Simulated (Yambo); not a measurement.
## ZnSe (Stilleite): optical spectrum with PBE

**Measured values to compare with.**

“Alloy Disordering Effects on the Thermal Conductivity and Energy Gap Temperature Dependence of Cd1−xZnxSe Ternary Crystals Grown by the Bridgman Method”, 2023, pmc:10253836 reports, for a bulk crystal of ZnSe at 300 K: band gap 2.695 ± 0.003 eV (an exciton energy, a little under the gap).

Crystal: ZnSe (Stilleite).

```
Se Zn
1.0
     0.00000    2.83380    2.83380
     2.83380    0.00000    2.83380
     2.83380    2.83380    0.00000
Se Zn
1 1
Cartesian
  4.2507 4.2507 4.2507
  0.0000 0.0000 0.0000
```

```
Program                             : Yambo 5.3.0
Task                                : optical spectrum
Functional                          : PBE
Potentials or basis                 : Ansatz NC SR PBE
Cutoff                              : 1170 eV
Density cutoff                      : 4680 eV
k mesh                              : 6 × 6 × 6
Occupations                         : fixed
Spin                                : no spin polarisation
k mesh of the self-consistent run   : 8 × 8 × 8
Direction of the field or of q to 0 : z
Broadening                          : 0.2 eV
Kernel                              : Hartree (RPA with local fields)
Top of the energy range             : 10 eV
Energy points                       : 200
Correction of the levels            : none
Bands in the response               : 38
Cutoff of the response matrix       : 4 Ry
```

| Quantity | Value |
| --- | --- |
| Band gap on the k mesh, mean-field level | 1.29 eV, direct |
| Electronic dielectric constant along the field | 8.39 |
| Electronic dielectric constant along the field, independent particles | 9.19 |

Dielectric function (along the field direction of the input):
```
energy (eV)  real part  imaginary part
       0.25       8.46            0.50
       0.55       8.77            0.66
       0.90       9.65            1.40
       1.26       8.65            5.35
       1.56       5.59            2.30
       1.91       7.15            1.11
       2.26       8.71            1.33
       2.56      10.51            2.95
       2.91       7.23            5.84
       3.27       8.86            6.68
       3.57       4.10            5.62
       3.92       6.21            5.43
       4.27       6.46            3.59
       4.57       9.61            6.38
       4.92       6.07           11.90
       5.28       3.11           10.95
       5.63      -2.06            7.57
       5.93      -0.40            4.42
       6.28       1.63            5.40
       6.63       0.65            5.52
       6.93       1.76            5.01
       7.29       0.25            7.63
       7.64      -1.53            5.54
       7.94      -1.09            4.75
       8.29      -1.78            4.33
       8.64      -1.48            3.53
       8.94      -1.51            3.35
       9.30      -2.00            2.89
       9.65      -1.37            1.86
      10.00      -1.06            2.22
```

Run time: 69 s on 1 thread of Arm Neoverse V2, with other jobs on the host.

A measured gap of ZnSe is 2.695 eV (an exciton energy, a little under the gap; 300 K; “Alloy Disordering Effects on the Thermal Conductivity and Energy Gap Temperature Dependence of Cd1−xZnxSe Ternary Crystals Grown by the Bridgman Method”, 2023, pmc:10253836); the calculated 1.29 eV misses it by -1.41 eV. So large a miss can be the level of theory's own, or it may mean another phase, state or a wrong row. Spin-orbit coupling on Se is left out. The value is that of PBE on a finite k mesh, which can miss the band edges, without temperature or zero-point motion. Semilocal functionals fall short of measured gaps as a rule.

Caveat: spectra need much finer meshes, so this one isn't converged; these spectra lack excitons.
